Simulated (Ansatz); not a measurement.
Density of states of PtSe2 (P-3m1, a = 3.718 Å, b = 3.718 Å, c = 5.816 Å, α = 90.00°, β = 90.00°, γ = 120.00°), in states per eV and primitive cell, averaged over bins of 0.5 eV. Level of theory: DFT r2SCAN, scalar-relativistic, plane waves, PAW (Ansatz 0.2.0).

Cutoff 500 eV; k points 12×12×6 on the computed 3-atom cell (Γ-centred); Gaussian smearing, width 0.02 eV; no spin polarisation.

The cell is relaxed at this level. The states (both spins) are summed by tetrahedra on a 18×18×9 mesh at the self-consistent density. Energies are bin centres; the table starts no lower than −8 eV and ends at 6 eV, or lower where the solved bands end.

The gap is 0.58 eV at this level, with the zero inside it.

```tsv
E − E_F (eV)	total	Se 4p	Pt 5d	Pt 6s	Se 4s
-7.10	0.87	0.47	0.22	0.15	0.02
-6.60	2.00	1.04	0.62	0.24	0.06
-6.10	4.70	1.95	2.59	0.05	0.06
-5.60	3.55	1.55	1.68	0.14	0.14
-5.10	1.81	0.79	0.90	0.06	0.04
-4.60	4.35	1.71	2.40	0.04	0.15
-4.10	2.36	0.50	1.78	0.02	0.03
-3.60	1.57	0.27	1.23	0.04	0.02
-3.10	4.23	1.23	2.65	0.20	0.11
-2.60	2.12	1.29	0.72	0.03	0.04
-2.10	2.74	1.77	0.88	0.01	0.03
-1.60	2.96	2.12	0.75	0.01	0.03
-1.10	1.82	1.47	0.30	0.00	0.01
-0.60	0.87	0.73	0.12	0.00	0.01
-0.10	0.06	0.06	0.00	0.00	0.00
0.40	0.38	0.21	0.13	0.00	0.02
0.90	1.87	1.12	0.61	0.01	0.07
1.40	3.12	2.02	0.92	0.01	0.07
1.90	2.55	1.73	0.73	0.00	0.04
2.40	0.08	0.06	0.02	0.00	0.00
2.90	0.00	0.00	0.00	0.00	0.00
3.40	0.00	0.00	0.00	0.00	0.00
3.90	0.00	0.00	0.00	0.00	0.00
4.40	0.50	0.13	0.01	0.20	0.01
4.90	1.31	0.34	0.02	0.47	0.03
5.40	1.28	0.29	0.01	0.41	0.04
```

The columns after the total are the Löwdin projections on the occupied valence shells of the potentials. The rest of the total lies in shells that are empty in the free atom, which aren't projected, and between the atoms.

Spin-orbit coupling is left out, which matters for the bands of heavy elements. The cell holds layers, and where no dispersion correction was added their binding is poorly described.

Cost: 1 run of about 1.5 core-minutes, on Arm Neoverse V2 (shared hosts).